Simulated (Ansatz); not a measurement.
In in Ansatz: the effect of functional

Crystal: In.

```xyz
2
Lattice="3.2674 0.0000 0.0000 -1.6337 2.8296 0.0000 0.0000 0.0000 5.3967" Properties=species:S:1:pos:R:3 pbc="T T T"
In    1.6337    0.9432    4.0475
In    0.0000    1.8864    1.3492
```

This isn't the form of In at room conditions, which is tetragonal.

The cell isn't the ideal one: volume scaled by 0.94.

Alike in all runs:

* Program: Ansatz 0.2.0
* Task: single point
* Potentials or basis: Ansatz PAW
* k mesh: 9 × 9 × 5
* Occupations: fermi-dirac, width 0.05 eV
* Spin: no spin polarisation

```tsv
functional	cutoff	pressure (GPa)
LDA	420 eV (not typed: the program's choice for these potentials)	?
PBEsol	420 eV (not typed: the program's choice for these potentials)	1.3
r2SCAN	500 eV (not typed: the program's choice for these potentials)	2.7
```

Task: What does the run with functional LDA give?

Result: Pressure -0.5 GPa.

Caveats: the PAW data sets come from PBE, with cores solved anew for the run's functional, which leaves a small shift of forces and pressure.

Runs at the PBE level aren't shown here.
